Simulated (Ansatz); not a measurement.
# fcc against bcc along the alkali metals

Computed with Ansatz 0.2.0, DFT, PBE, plane waves (420 eV) with PAW, scalar-relativistic.

Each structure is relaxed within its symmetry, in the lowest magnetic state of the tried starts. Differences under about 8 meV lie within the error of the k-point mesh.

| element | E(fcc) − E(bcc) (meV/atom) | V(fcc) (Å³/atom) | V(bcc) (Å³/atom) | state of fcc | state of bcc |
| --- | --- | --- | --- | --- | --- |
| Li | ? | ? | ? | ? | ? |
| Na | 0 | 37.09 | 36.97 | spin not included | spin not included |
| K | 1 | 74.13 | 73.74 | spin not included | spin not included |
| Rb | 0 | 91.49 | 91.23 | spin not included | spin not included |
| Cs | -1 | 116.48 | 116.55 | spin not included | spin not included |

(1) Fill in the row of Li.

Results:

(1) E(fcc) − E(bcc) (meV/atom): -2; V(fcc) (Å³/atom): 20.17; V(bcc) (Å³/atom): 20.19; state of fcc: spin not included; state of bcc: spin not included.
